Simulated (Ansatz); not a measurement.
**InSb (Immm): equation of state**

An exercise on one series of results from a longer session: the logs are not shown, and one member is left open.

Method: DFT PBE, scalar-relativistic, plane waves, PAW, in Ansatz 0.2.0.

2 further runs of the same task are left out: 2 that didn't finish. Runs told in other sessions of the task aren't counted.

## The structure to begin with

The structure is orthorhombic, space group Immm (No. 71). Conventional cell: a = 3.290 Å, b = 5.620 Å, c = 6.117 Å, α = 90.00°, β = 90.00°, γ = 90.00°. Around In (site symmetry mmm) lie 6 Sb at 3.06 to 3.26 Å and 2 In at 3.29 Å. Sb (site symmetry mmm) has 6 In at 3.06 to 3.26 Å and 2 Sb at 3.29 Å in its first shell of neighbours.

Coordinates:

```
CELL_PARAMETERS angstrom
5.61975 0.00000 0.00000
0.00000 6.11734 0.00000
0.00000 0.00000 3.29003
ATOMIC_POSITIONS crystal
In 0.00000 0.00000 0.24970
In 0.50000 0.50000 0.75030
Sb 0.50000 0.00000 0.75000
Sb 0.00000 0.50000 0.25000
```

This cell comes from an earlier session at PBE: 28.276 Å³/atom at 0.00 GPa, on a 6×6×10 mesh.

Volume factors to run: 0.980, 1.020, 0.960, 1.040.

The first run:

Contents of input.yaml:

```yaml
crystal:
  lattice:
    - [5.582032837, 0.0, 0.0]
    - [0.0, 6.0762846336, 0.0]
    - [0.0, 0.0, 3.2679468632]
  atoms:
    - { symbol: In, position: [0.0, 0.0, 0.2496958823] }
    - { symbol: In, position: [0.5, 0.5, -0.2496958823] }
    - { symbol: Sb, position: [0.5, 0.0, 0.7499969454] }
    - { symbol: Sb, position: [0.0, 0.5, 0.2500030546] }
basis:
  ecutwfc: 420
  ecutrho_ratio: 4
kpoints:
  mp_grid: { grid: [6, 6, 10] }
hamiltonian:
  xc: pbe
scf:
  occupations: { method: gaussian, width: 0.05 }
output:
  forces: true
  stress: true
  eigenvalues: true
relax:
  f_tol: 0.01
  max_steps: 40
  cell: { stress_tol: 0.1, fix: [volume] }
```

Run with:

```bash
$ ansatz run input.yaml --threads 2 --pin off --max-ram 2662MiB --backend cpu --events-out ev --progress --plain --runs-dir out
```

Steps of the session up to this table: Volume × 0.980; Scaling the volume by 1.020; Scaling the volume by 0.960; Scaling the volume by 1.040.

One of the session's tables, all rows but one given; the rest of the session is left out.

It belongs to the step «The fit». 

```
volume (Å³/atom)  energy (meV/atom)  pressure (GPa)
          27.145               7.18            2.13
          27.711               1.72            1.00
          28.276               0.00            0.00
          28.842                  ?               ?
          29.407               6.00           -1.66
```

Estimate the missing values for volume (Å³/atom) = 28.842.

Worked estimate for «energy (meV/atom)». A straight line through the neighbours (28.276, 0.00) and (29.407, 6.00) gives 0.00 + (6.00 − 0.00) × (28.842 − 28.276) / (29.407 − 28.276) = 3.00; a parabola fitted to 3 rows on both sides gives 1.43.

**Answer.** energy (meV/atom): 1.61; pressure (GPa): -0.89. In «energy (meV/atom)» the line misses by +1.39 and the parabola by -0.18.
